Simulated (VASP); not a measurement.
Set up this calculation in VASP 6.6.1, as the native input.

- Task: band structure
- Functional: HSE06
- Potentials or basis: VASP PAW PBE potentials, release 64 (Zn, S)
- Cutoff: 520 eV
- k mesh: 8 × 8 × 8
- Occupations: gaussian, width 0.03 eV
- Spin: no spin polarisation
- Grid for exact exchange (PRECFOCK): Fast
- Screening parameter: 0.2 1/A
- Further INCAR settings: ALGO = Normal; EDIFF = 1e-06; NBANDS = 16

ZnS:

```
Zn S
1.0
     0.00000    2.68033    2.68033
     2.68033    0.00000    2.68033
     2.68033    2.68033    0.00000
Zn S
1 1
Direct
  0.25000 0.25000 0.25000
  0.00000 0.00000 0.00000
```

These files were run (other wordings do the same):

POSCAR

```
ZnS                                     
1.0
    0.0000000000      2.6803314386      2.6803314386
    2.6803314386      0.0000000000      2.6803314386
    2.6803314386      2.6803314386      0.0000000000
  Zn              S             
     1     1
Direct
     0.2500000000000000    0.2500000000000000    0.2500000000000000
     0.0000000000000000    0.0000000000000000    0.0000000000000000
```

INCAR.step1

```
SYSTEM = ZnS
PREC = Accurate ; ENCUT = 520
EDIFF = 1E-5 ; ISMEAR = 0
SIGMA = 0.03 ; LREAL = .FALSE.
LASPH = .TRUE. ; NELM = 80
ALGO = Normal ; ISIF = 2
LWAVE = .TRUE. ; LCHARG = .FALSE.
NBANDS = 16 ; KPAR = 8
GGA = PE
```

INCAR.step2

```
SYSTEM = ZnS
PREC = Accurate ; ENCUT = 520
EDIFF = 1E-6 ; ISMEAR = 0
SIGMA = 0.03 ; LREAL = .FALSE.
LASPH = .TRUE. ; NELM = 80
ALGO = Normal ; ISIF = 2
LWAVE = .FALSE. ; LCHARG = .FALSE.
GGA = PE ; LHFCALC = .TRUE.
HFSCREEN = 0.2 ; PRECFOCK = Fast
NBANDS = 16 ; KPAR = 8
ISTART = 1
```

KPOINTS

```
regular mesh
0
G
  8 8 8
  0 0 0
```

KPOINTS_OPT

```
explicit points
6
Reciprocal
 0.0000000000  0.0000000000  0.0000000000 1
 0.3750000000  0.3750000000  0.7500000000 1
 0.5000000000  0.5000000000  0.5000000000 1
 0.6250000000  0.2500000000  0.6250000000 1
 0.5000000000  0.2500000000  0.7500000000 1
 0.5000000000  0.0000000000  0.5000000000 1
```

Potentials or basis: VASP PAW PBE potentials, release 64 (Zn, S).

Run with:

```console
$ cat potpaw_PBE.64/Zn/POTCAR potpaw_PBE.64/S/POTCAR > POTCAR
$ cp INCAR.step1 INCAR
$ mpirun -np 8 vasp_std > vasp.out
$ cp INCAR.step2 INCAR
$ mpirun -np 8 vasp_std > vasp.out
```

Results of the run:

| Quantity | Value |
| --- | --- |
| Pressure | 2.9 GPa |
| Band gap on the k mesh | 3.46 eV, direct |
| Band gap along the path | 3.46 eV, direct |

Caveat: the PAW data sets were made with another functional, which shifts forces and pressure a little.

It took 5.6 min on 8 MPI ranks on Intel(R) Xeon(R) 6975P-C (Granite Rapids), with other jobs on the host, peak memory 0.33 GiB a rank.
